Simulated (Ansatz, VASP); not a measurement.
Zn2SiN3 in VASP and in Ansatz

```
CELL_PARAMETERS angstrom
5.26979 0.00000 0.00000
-2.63489 4.56377 0.00000
0.00000 0.00000 2.90692
ATOMIC_POSITIONS crystal
Zn 0.33333 0.66667 0.00000
Zn 0.66667 0.33333 0.00000
Si 0.00000 0.00000 0.00000
N 0.50000 0.00000 0.50000
N 0.00000 0.50000 0.50000
N 0.50000 0.50000 0.50000
```

Change from the starting cell: species swapped into the YCo3Ni2 type (P6/mmm, No. 191).

Alike in both runs: functional PBE; k mesh 6 × 6 × 6; occupations gaussian, width 0.1 eV; no spin polarisation.

Ansatz relaxed the structure, and its values are those at the end. VASP's run is a single point on that final structure, the one shown.

```csv
,VASP,Ansatz
version,VASP 6.6.1,Ansatz 0.2.0
potentials or method,"VASP PAW PBE potentials, release 64 (Zn, Si, N)","scalar-relativistic, plane waves, PAW"
plane-wave cutoff (eV),520,420
valence electrons in the cell,43,43
```

|  | VASP | Ansatz | Ansatz less VASP |
| --- | --- | --- | --- |
| gap on the k mesh at the Fermi level (eV) | none | none | - |
| pressure (GPa) | 0.8 | 0.1 | -0.68 |

A gap of «none» marks a metal or a gap that the smearing closes.

Caveats: the k mesh is coarse (spacing up to 0.36 Å⁻¹), so the values aren't converged.
